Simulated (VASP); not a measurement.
Here is a VASP 6.6.1 calculation.

File INCAR:

```
PREC     = Accurate       # precision mode
ENCUT    = 520            # plane-wave cutoff, eV
EDIFF    = 1E-7           # SCF threshold, eV
ISMEAR   = -1             # smearing method
SIGMA    = 0.05           # smearing width, eV
LREAL    = F              # projectors in reciprocal space
LASPH    = T              # aspherical terms in the spheres
NELM     = 120            # most SCF steps
ALGO     = Normal         # electronic algorithm
ISIF     = 2              # what is computed and relaxed
LWAVE    = F              # write WAVECAR
LCHARG   = T              # write CHGCAR
ISPIN    = 2              # spin polarisation
MAGMOM   = 2 2 0 0        # initial moments
LORBIT   = 11             # projections on sites
LMAXMIX  = 4              # l up to which the mixer works
GGA      = PE             # functional
LELF     = T              # ELF
LVHAR    = T            
NBANDS   = 27             # bands
```

The input KPOINTS:

```
regular mesh
0
Gamma
  12 6 9
```

POSCAR

```
CoO
1.0
    3.0811340847      0.0000000000      0.0000000000
    0.0000000000      4.2013857869      0.0000000000
   -2.8777095433      0.0000000000      3.0785743829
Co O
2 2
Direct
    0.0000000000      0.2519510000      0.2500000000
    0.0000000000      0.7480490000      0.7500000000
    0.0000000000      0.2493930000      0.7500000000
    0.0000000000      0.7506070000      0.2500000000
```

Potentials or basis: VASP PAW PBE potentials, release 64 (Co, O).

Command:

```bash
$ cat potpaw_PBE.64/Co/POTCAR potpaw_PBE.64/O/POTCAR > POTCAR
$ mpirun -np 1 vasp_std > vasp.out
```

Question: Predict the net moment.

Answer: 5.81 μB per cell.

Question: What does it give for the largest force?

Answer: 0.030 eV/Å.

Question: Predict the site moments.

Answer: Co +2.55; O +0.30 μB.

Question: Estimate the band gap on the k mesh.

Answer: None (metal or under the smearing width).

Forces on the atoms (eV/Å):
```
Co   0.000  0.009  0.000
Co   0.000 -0.009  0.000
O    0.000 -0.030  0.000
O    0.000  0.030  0.000
```

Caveat: semilocal functionals often make such compounds metallic where correlation or magnetic order opens a gap, which also shifts bond lengths. With open d or f shells a metallic result of PBE can be an artefact of self-interaction; +U or a hybrid may open a gap.
